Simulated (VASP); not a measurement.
Wanted: the native input for a VASP 6.6.1 run.

```yaml
Task: single point
Functional: PBEsol
Potentials_or_basis: VASP PAW PBE potentials, release 64 (Ba_sv)
Cutoff: 520 eV
k_mesh: 12 × 12 × 14
Occupations: gaussian, width 0.15 eV
Spin: no spin polarisation
Dipole_correction: no
Further_INCAR_settings: ALGO = Fast; EDIFF = 1e-06; NBANDS = 11
```

The structure of Ba lies in POSCAR:

```
Ba
1.0
    3.8796605000      0.0000000000      0.0000000000
    0.0000000000      3.8796605000      0.0000000000
    0.0000000000      0.0000000000      3.6055390000
Ba
1
Direct
    0.5000000000      0.5000000000      0.5000000000
```

This isn't the form of Ba at room conditions, which is bcc.

The cell isn't the ideal one: strain -0.030 along x and y, +0.000 along z, atoms carried along.

The input as run:

INCAR

```
PREC = Accurate
ENCUT = 520
EDIFF = 1E-6
ISMEAR = 0
SIGMA = 0.15
LREAL = F
LASPH = T
NELM = 100
ALGO = Fast
ISIF = 2
LWAVE = F
LCHARG = F
GGA = PS
NBANDS = 11
```

KPOINTS

```
Automatic mesh
0
Gamma
  12 12 14
```

Potentials or basis: VASP PAW PBE potentials, release 64 (Ba_sv).

Command:

```bash
$ cat potpaw_PBE.64/Ba_sv/POTCAR > POTCAR
$ mpirun -np 1 vasp_std > vasp.out
```

Results of the run:

| Quantity | Value |
| --- | --- |
| Pressure | 0.5 GPa |
| Band gap on the k mesh | none (metal or under the smearing width) |

Caveat: the PAW data sets were made with another functional, which shifts forces and pressure a little.

Run time: 60 s on 1 thread of Intel(R) Xeon(R) Platinum 8488C (Sapphire Rapids), with other jobs on the host, peak memory 0.26 GiB.
